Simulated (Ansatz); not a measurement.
# TaN: the cost of one run

Method: DFT PBE without U, plane waves, PAW, no spin–orbit coupling unless a run says so, in Ansatz 0.2.0.

## Step 1: The starting structure

Symmetry: P-6m2, No. 187, hexagonal system. The conventional cell has a = 2.938 Å, b = 2.938 Å, c = 2.883 Å, α = 90.00°, β = 90.00°, γ = 120.00°. Ta (site symmetry -6m2) is surrounded by 6 N at 2.23 Å. Around N (site symmetry -6m2) lie 6 Ta at 2.23 Å.

As a file:

```
CELL_PARAMETERS angstrom
2.93800 0.00000 0.00000
-1.46900 2.54438 0.00000
0.00000 0.00000 5.76600
ATOMIC_POSITIONS crystal
Ta 0.33333 0.66667 0.25000
N 0.00000 0.00000 0.00000
Ta 0.33333 0.66667 0.75000
N 0.00000 0.00000 0.50000
```

Magnetic order typed: antiferromagnetic, doubled cell 0 0 1/2.

## Step 2: From atoms, symmetry kept, no search

The input, input.yaml:

```yaml
crystal:
  lattice:
    - [2.93800111, 0.0, 0.0]
    - [-1.46900055, 2.5443836, 0.0]
    - [0.0, 0.0, 5.76600442]
  atoms:
    - { symbol: Ta, position: [0.3333333333, 0.6666666667, 0.25], spin: 2.0 }
    - { symbol: "N", position: [0.0, 0.0, 0.0] }
    - { symbol: Ta, position: [0.3333333333, 0.6666666667, 0.75], spin: -2.0 }
    - { symbol: "N", position: [0.0, 0.0, 0.5] }
basis:
  ecutwfc: 420
  ecutrho_ratio: 4
kpoints:
  mp_grid: { grid: [7, 7, 4] }
hamiltonian:
  xc: pbe
scf:
  occupations: { method: gaussian, width: 0.05 }
  lower_state_search: "off"
  max_iter: 150
output:
  forces: true
  stress: true
  eigenvalues: true
  populations: true
  hubbard: { sites: [{ site: 0, l: d }, { site: 2, l: d }] }
magnetization:
  spin_polarized: true
```

Command:

```bash
$ ansatz run input.yaml --threads 2 --pin off --max-ram 3072MiB --backend cpu --events-out ev --progress --plain --runs-dir out
```

Q: Estimate wall time and peak memory on 2 threads of Arm Neoverse V2, shared host.

About 3.2 s, with a peak of 0.33 GiB.
